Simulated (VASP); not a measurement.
Input of a VASP 6.6.1 run:

INCAR

```
SYSTEM = Li2Se
ALGO = Normal ; EDIFF = 1E-6
ENCUT = 520 ; ISIF = 2
ISMEAR = -1 ; LASPH = .True.
LCHARG = .False. ; LMIXTAU = .True.
LREAL = .False. ; LWAVE = .False.
METAGGA = RSCAN ; NBANDS = 13
NELM = 100 ; PREC = Accurate
SIGMA = 0.05
```

Contents of KPOINTS:

```
k-points
0
Gamma
  8 8 8
  0 0 0
```

Contents of POSCAR:

```
Li2Se
1.0
    0.0000000000      3.0025000000      3.0025000000
    3.0025000000      0.0000000000      3.0025000000
    3.0025000000      3.0025000000      0.0000000000
Se Li
1 2
Direct
    0.0000000000      0.0000000000      0.0000000000
    0.7500000000      0.7500000000      0.7500000000
    0.2500000000      0.2500000000      0.2500000000
```

KPOINTS_OPT

```
path GXWKGLUWLK,UX
15
line-mode
reciprocal
 0.0000000000  0.0000000000  0.0000000000  G
 0.5000000000  0.0000000000  0.5000000000  X

 0.5000000000  0.0000000000  0.5000000000  X
 0.5000000000  0.2500000000  0.7500000000  W

 0.5000000000  0.2500000000  0.7500000000  W
 0.3750000000  0.3750000000  0.7500000000  K

 0.3750000000  0.3750000000  0.7500000000  K
 0.0000000000  0.0000000000  0.0000000000  G

 0.0000000000  0.0000000000  0.0000000000  G
 0.5000000000  0.5000000000  0.5000000000  L

 0.5000000000  0.5000000000  0.5000000000  L
 0.6250000000  0.2500000000  0.6250000000  U

 0.6250000000  0.2500000000  0.6250000000  U
 0.5000000000  0.2500000000  0.7500000000  W

 0.5000000000  0.2500000000  0.7500000000  W
 0.5000000000  0.5000000000  0.5000000000  L

 0.5000000000  0.5000000000  0.5000000000  L
 0.3750000000  0.3750000000  0.7500000000  K

 0.6250000000  0.2500000000  0.6250000000  U
 0.5000000000  0.0000000000  0.5000000000  X
```

Potentials or basis: VASP PAW PBE potentials, release 64 (Se, Li_sv).

The run is started by

```sh
$ cat potpaw_PBE.64/Se/POTCAR potpaw_PBE.64/Li_sv/POTCAR > POTCAR
$ mpirun -np 1 vasp_std > vasp.out
```

Question: Predict the band gap on the k mesh.

Answer: 3.43 eV, indirect (least direct gap 4.08 eV).

Question: Estimate the band gap along the path.

Answer: 3.43 eV, indirect (least direct gap 4.08 eV).

Levels at the corners of the path, in eV from the valence-band top:
```
point  band 3  band 4  band 5  band 6  band 7  band 8  band 9  band 10
    Γ  -11.77    0.00    0.00    0.00    4.08    6.27    6.27     6.27
    X  -11.28   -2.25   -1.44   -1.44    3.43    6.93   11.25    11.25
    X  -11.28   -2.25   -1.44   -1.44    3.43    6.93   11.25    11.25
    W  -11.27   -1.88   -1.88   -1.74    5.59    7.10    8.83     8.83
    W  -11.27   -1.88   -1.88   -1.74    5.59    7.10    8.83     8.83
    K  -11.28   -2.08   -2.04   -1.17    4.60    7.99    9.28     9.64
    K  -11.28   -2.08   -2.04   -1.17    4.60    7.99    9.28     9.64
    Γ  -11.77    0.00    0.00    0.00    4.08    6.27    6.27     6.27
    Γ  -11.77    0.00    0.00    0.00    4.08    6.27    6.27     6.27
    L  -11.39   -2.90   -0.52   -0.52    5.89    6.56    6.56     8.58
    L  -11.39   -2.90   -0.52   -0.52    5.89    6.56    6.56     8.58
    U  -11.28   -2.08   -2.04   -1.17    4.60    7.99    9.28     9.64
    U  -11.28   -2.08   -2.04   -1.17    4.60    7.99    9.28     9.64
    W  -11.27   -1.88   -1.88   -1.74    5.59    7.10    8.83     8.83
    W  -11.27   -1.88   -1.88   -1.74    5.59    7.10    8.83     8.83
    L  -11.39   -2.90   -0.52   -0.52    5.89    6.56    6.56     8.58
    L  -11.39   -2.90   -0.52   -0.52    5.89    6.56    6.56     8.58
    K  -11.28   -2.08   -2.04   -1.17    4.60    7.99    9.28     9.64
    U  -11.28   -2.08   -2.04   -1.17    4.60    7.99    9.28     9.64
    X  -11.28   -2.25   -1.44   -1.44    3.43    6.93   11.25    11.25
```
